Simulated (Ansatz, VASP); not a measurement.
Cr in VASP and in Ansatz

```
Cr
1.0
    -1.40486    1.40486    1.40486
     1.40486   -1.40486    1.40486
     1.40486    1.40486   -1.40486
Cr
1
Direct
  0.00000 0.00000 0.00000
```

Alike in both runs: task single point; functional PBE; k mesh 22 × 22 × 22; occupations gaussian, width 0.05 eV; no spin polarisation.

|  | VASP | Ansatz |
| --- | --- | --- |
| version | VASP 6.6.1 | Ansatz 0.2.0 |
| potentials or method | VASP PAW PBE potentials, release 64 (Cr_pv) | scalar-relativistic, plane waves, PAW |
| plane-wave cutoff (eV) | 520 | 420 |
| valence electrons in the cell | 12 | 14 |

|  | VASP | Ansatz | Ansatz less VASP |
| --- | --- | --- | --- |
| gap on the k mesh at the Fermi level (eV) | none | none | - |
| pressure (GPa) | 11.2 | 11.5 | +0.31 |

A gap of «none» marks a metal or a gap that the smearing closes. The two sets of potentials don't hold the same shells in valence.

Caveats: the run has no spin polarisation, though such a crystal can be magnetic. Spin polarisation is off, so any magnetic state and its effect on volume and gap are missing.
